Q: I have seven calculations of the same GaN crystal, with every atom in the same place. The pressures disagree even in sign. Could I have guessed them with pencil and paper?

Kohn-Sham DFT with Ansatz, ABINIT and JDFTx for GaN (space group P6_3mc, 4-atom cell, 11.31 Å³/atom), without spin polarization, all at the same unrelaxed geometry. The basis column gives the plane-wave cutoff. Pressures are for the static lattice and positive in compression; those from Ansatz leave out the Pulay correction.

```csv
method,rung,program,potentials,basis,k mesh,smearing,pressure (GPa)
LDA,LDA,Ansatz,Ansatz PAW,420 eV,10x10x5 4-atom cell,gaussian 0.1eV,-5.110
LDA,LDA,ABINIT,PseudoDojo NC SR LDA v0.4.1 standard,1088 eV,8x8x4 4-atom cell,Fermi Dirac 0.05eV,-4.820
LDA,LDA,JDFTx,PseudoDojo SR LDA 0.4.1 standard,1143 eV,10x10x5 4-atom cell,Fermi Dirac 0.05eV,-4.750
PBE,GGA,Ansatz,Ansatz PAW,420 eV,6x6x3 4-atom cell,Fermi Dirac 0.05eV,6.740
PBEsol,GGA,ABINIT,PseudoDojo NC SR PBEsol v0.4 stringent,1442 eV,8x8x4 4-atom cell,Fermi Dirac 0.05eV,-0.720
PBEsol,GGA,ABINIT,PseudoDojo NC SR PBEsol v0.4.1 standard,980 eV,8x8x4 4-atom cell,Fermi Dirac 0.05eV,-0.870
r2SCAN,meta-GGA,ABINIT,JTH PAW PBE v2.0,816 eV,4x4x2 4-atom cell,Fermi Dirac 0.05eV,4.650
```

A: Roughly, yes, if you ask what length each calculation would like the crystal to have. Each functional, meaning each approximation to the exchange and correlation of the electrons, has its own preferred lattice. The cell here is prescribed, so that preference can't be met. A functional that wants a longer lattice finds the cell squeezed and reports a positive pressure; one that wants a shorter lattice finds it stretched and reports a negative one.

Think of a steel pipe welded between two rigid anchors and then heated. It would like to be longer, can't be, and pushes on the anchors with a stress equal to its stiffness times the strain it is denied. The likeness ends in two places. The pipe is held along one direction and the crystal along three, and the crystal's wish for another length comes from the theory, not from heat.

Q: Couldn't the programs be to blame instead?

A: Compare the three LDA rows, which come from three programs and two sets of potentials. They lie within 0.36 GPa of each other, while the whole table spans about 12 GPa. The Ansatz rows leave out a correction for the finite basis; including it moves that LDA pressure by more than half a GPa, but the three rows end up just as far apart. The large differences therefore follow the functional.

Q: Then a higher rung of theory should shift the pressure steadily one way.

A: It doesn't. PBE and PBEsol stand on the same rung, the GGA, and differ by more than 7 GPa, with the meta-GGA r2SCAN between them. What counts is how strongly a functional binds the atoms. LDA usually binds solids too tightly and makes them too short. PBE lowers the energy where the density varies rapidly, which favours separated atoms over bonds, and it usually overshoots to lattices that are too long. PBEsol weakens that gradient term to suit solids and lands near the right length.

Q: How do I turn a length into a pressure?

A: Let V be the volume of the given cell, V₀ the volume that the functional prefers, and B the bulk modulus, the resistance to uniform compression. For small strains

P ≈ B (V₀ − V)/V.

If the preferred lattice is longer by e percent in every direction, the volume is larger by about 3e percent, so P ≈ 3B·e/100. For GaN, B is roughly 200 GPa, which gives 6 GPa for each percent of length. A softer crystal would show less pressure for the same error in length.

Q: And what do I put in for e?

A: Use the usual length errors of the functionals in solids, as rough recalled figures: −1 for LDA, 0 for PBEsol, +0.5 for r2SCAN and +1 for PBE. They are general habits of the functionals and were not adjusted to these pressures. Using them assumes that the given cell is close to the true lattice.

Q: Let me try LDA in ABINIT. The preferred lattice is 1 percent too short, so the volume is about 3 percent too small. Three percent of 200 GPa is 6 GPa, and the sign is negative because the cell is stretched.

A: The calculation gives −4.82 GPa, so you have the sign and the size, with a miss of a little over 1 GPa. Now take r2SCAN. Half a percent of length gives +3 GPa, against a computed 4.65 GPa, and that is the worst miss in the table. This row also has the coarsest k mesh and uses atomic data made for PBE. Whether the miss comes from those settings, from my rounded length error or from something the rule leaves out is untested.

Q: How good is the rule over all the rows?

A: The typical miss is about 1 GPa, which corresponds to less than 0.2 percent of length. You can't expect better from length errors rounded to half a percent. As a test, the pressure per percent was also fitted to all seven rows, your two worked ones included. It came out at 5.6 ± 0.5 GPa and hardly reduced the typical miss, while the largest, for r2SCAN, grew a little, as the printed output below shows. The seven rows hold only four functionals, though, so this is a weaker test than it looks.

Q: You assumed that the cell is close to the true lattice. Is it?

A: It is about 0.3 percent shorter than the measured one, again a rough figure, and that alone would add nearly 2 GPa to every estimate. But the measured crystal is slightly swollen by the vibrations of its atoms, and these calculations hold the atoms still. The proper reference is therefore a somewhat shorter lattice, which takes back a pressure of the order of 1 GPa. The simple rule drops both effects because they oppose each other, though by these rough figures about 1 GPa is left over.

The table doesn't settle how well they cancel. Adding only the first effect improves the estimates for r2SCAN and for LDA in ABINIT and JDFTx, leaves the miss of LDA in Ansatz about as large as before, and worsens the estimates for PBE and PBEsol. The typical miss grows to 1.5 GPa.

Q: How far can I push the straight line?

A: About as far as a percent or two of length. A crystal stiffens as it is compressed and softens as it is stretched, and the rule ignores this. If the 200 GPa is taken to hold at the preferred lattice, a standard equation of state with a typical rate of stiffening gives about 40 GPa when the preferred lattice is 5 percent longer than the cell, where the rule gives 30. When it is 5 percent shorter, the equation gives about −23 GPa and the rule −30.

Q: For PBEsol the rule says zero, and the calculation gives less than 1 GPa in size. So this cell is at rest in PBEsol, and PBEsol is the best choice?

A: Neither follows. With a typical miss of 1 GPa, the rule can't even tell you the sign of so small a pressure. The pressure is also an average over directions. In the PBEsol row with the stringent potentials, the stress is −1.4 GPa in the hexagonal plane and +0.6 GPa along the c axis, so the cell is not free of stress. The atoms inside it are not relaxed either and still feel forces along c, which can account for part of that difference in stress.

As for the best choice, a pressure near zero means only that PBEsol prefers nearly the volume it was handed. That speaks for the functional only as far as this volume is the true one for atoms at rest, and we have just seen that this is uncertain by about 1 GPa.

The analysis program printed:

```
Rule against calculation in GPa:
     row  length error in percent  rule  computed  rule less computed  rule with cell offset  its miss  stress along c less in plane
     LDA                       -1    -6     -5.11               -0.89                   -4.2      0.91                          2.13
     LDA                       -1    -6     -4.82               -1.18                   -4.2      0.62                         2.086
     LDA                       -1    -6     -4.75               -1.25                   -4.2      0.55                         2.105
     PBE                        1     6      6.74               -0.74                    7.8      1.06                         2.107
  PBEsol                        0     0     -0.72                0.72                    1.8      2.52                          2.04
  PBEsol                        0     0     -0.87                0.87                    1.8      2.67                          2.06
  r2SCAN                      0.5     3      4.65               -1.65                    4.8      0.15                         1.647
Pressure per percent of length in the rule (GPa): 6
Rms miss of the rule (GPa): 1.088
Largest miss of the rule (GPa): 1.65
Largest miss as a length (percent): 0.275
Rms miss with the cell offset added (GPa): 1.518
Largest miss with the cell offset added (GPa): 2.67
fit of result_pressure on 7 rows: coefficient of err 5.587 +/- 0.54; rms 1.04, worst r2SCAN -1.86, leave-one-out rms 1.2
Scatter of the three LDA rows (GPa): 0.36
Scatter of the LDA rows with the Pulay correction included (GPa): 0.363
Difference of the two PBEsol rows (GPa): 0.15
Range over all rows (GPa): 11.85
Pulay shift of the PBE row (GPa): 0.5233
Zero-point pressure left out, order of magnitude only (GPa): 0.824
Murnaghan pressure at plus 1 percent of length (GPa): 6.341
Murnaghan pressure at plus 5 percent of length, rule gives 30 (GPa): 39.79
Murnaghan pressure at minus 5 percent of length, rule gives minus 30 (GPa): -22.98
```
